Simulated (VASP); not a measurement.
Runs of VASP 6.6.1 on Mg3Sb2. Symmetry: P-3m1, No. 164, trigonal system. Conventional cell: a = 4.582 Å, b = 4.582 Å, c = 7.244 Å, α = 90.00°, β = 90.00°, γ = 120.00°. Mg (site symmetry 3m) has 4 Sb at 2.82 to 2.86 Å as nearest neighbours. Around Mg (site symmetry -3m) lie 6 Sb at 3.15 Å. Sb (site symmetry 3m) has 7 Mg at 2.82 to 3.15 Å as nearest neighbours. 

```csv
level,potentials or basis,k mesh,cutoff (eV),gap on the mesh (eV),pressure (GPa),relaxed volume (Å³/atom),largest force (eV/Å)
AM05,"VASP PAW PBE potentials, release 64 (Mg, Sb)",9 × 9 × 5,600,0.16,0.0,25.88,0.01
PBEsol,"VASP PAW PBE potentials, release 64 (Mg, Sb)",9 × 9 × 5,600,0.16,0.1,(a),0.01
PBE+D3(BJ),"VASP PAW PBE potentials, release 64 (Mg, Sb)",9 × 9 × 5,600,0.18,0.0,25.30,0.01
RPBE,"VASP PAW PBE potentials, release 64 (Mg, Sb)",9 × 9 × 5,600,0.19,0.0,27.35,-
PBE,"VASP PAW PBE potentials, release 64 (Mg, Sb)",5 × 5 × 3,300,0.06,0.0,26.61,-
LDA,"VASP PAW LDA potentials, release 64 (Mg, Sb)",9 × 9 × 5,600,0.15,0.0,24.96,0.01
r2SCAN,"VASP PAW PBE potentials, release 64 (Mg, Sb)",9 × 9 × 5,600,0.57,0.0,(b),0.01
PBE,"VASP PAW PBE potentials, release 64 (Mg, Sb)",9 × 9 × 5,600,0.15,0.0,26.61,-
```

Alike in all rows: task relaxation of cell and atoms; no spin polarisation; cell relaxed; smearing gaussian 0.03 eV.

Question: Fill in the values left out.

Answer: (a) 25.78; (b) 26.18.

Caveats: spin-orbit coupling is left out, which moves the levels of the heavy elements; an odd mesh through Γ misses points on the zone boundary, where band edges often lie; the PAW data sets were made with another functional, which shifts forces and pressure a little (some runs).

A k mesh can miss the band edges, and the runs leave out spin-orbit coupling on Sb.

Not every run made on this cell is shown here.
